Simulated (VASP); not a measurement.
## ZnSe: band structure with PBE

Crystal: ZnSe.

```
Zn Se
1.0
     0.00000    2.87492    2.87492
     2.87492    0.00000    2.87492
     2.87492    2.87492    0.00000
Zn Se
1 1
Direct
  0.00000 0.00000 0.00000
  0.25000 0.25000 0.25000
```

```json
{
  "Program": "VASP 6.6.1",
  "Task": "band structure",
  "Functional": "PBE",
  "Potentials or basis": "VASP PAW PBE potentials, release 64 (Zn, Se)",
  "Cutoff": "520 eV",
  "k mesh": "4 × 4 × 4",
  "Occupations": "gaussian, width 0.02 eV",
  "Spin": "no spin polarisation",
  "Further INCAR settings": "ALGO = Normal; EDIFF = 1e-07; NBANDS = 16"
}
```

| Property | Result |
| --- | --- |
| Band gap on the k mesh | 1.11 eV, direct |
| Band gap along the path | 1.11 eV, direct |

Levels at the corners of the path, in eV from the valence-band top:
```csv
point,band 7,band 8,band 9,band 10,band 11,band 12
Γ,0.00,0.00,0.00,1.11,5.79,5.79
X,-4.58,-2.04,-2.04,3.06,3.44,10.43
X,-4.58,-2.04,-2.04,3.06,3.44,10.43
W,-4.49,-2.60,-2.47,5.34,5.47,6.85
W,-4.49,-2.60,-2.47,5.34,5.47,6.85
K,-4.53,-2.89,-1.67,3.59,5.49,8.91
K,-4.53,-2.89,-1.67,3.59,5.49,8.91
Γ,0.00,0.00,0.00,1.11,5.79,5.79
Γ,0.00,0.00,0.00,1.11,5.79,5.79
L,-4.97,-0.81,-0.81,2.45,6.36,6.36
L,-4.97,-0.81,-0.81,2.45,6.36,6.36
U,-4.53,-2.89,-1.67,3.59,5.49,8.91
U,-4.53,-2.89,-1.67,3.59,5.49,8.91
W,-4.49,-2.60,-2.47,5.34,5.47,6.85
W,-4.49,-2.60,-2.47,5.34,5.47,6.85
L,-4.97,-0.81,-0.81,2.45,6.36,6.36
L,-4.97,-0.81,-0.81,2.45,6.36,6.36
K,-4.53,-2.89,-1.67,3.59,5.49,8.91
U,-4.53,-2.89,-1.67,3.59,5.49,8.91
X,-4.58,-2.04,-2.04,3.06,3.44,10.43
```

Wall time 74 s on 1 thread of Intel(R) Xeon(R) Platinum 8259CL CPU @ 2.50GHz (Skylake/Cascade Lake) (shared host), peak memory 0.28 GiB.

Caveat: the k mesh is coarse (spacing up to 0.47 Å⁻¹), so the values aren't converged; the log is that of the step along the path at fixed density, whose energy, stress, charges and moments have no meaning. A hybrid or GW would open this gap; PBE tends to underestimate it.
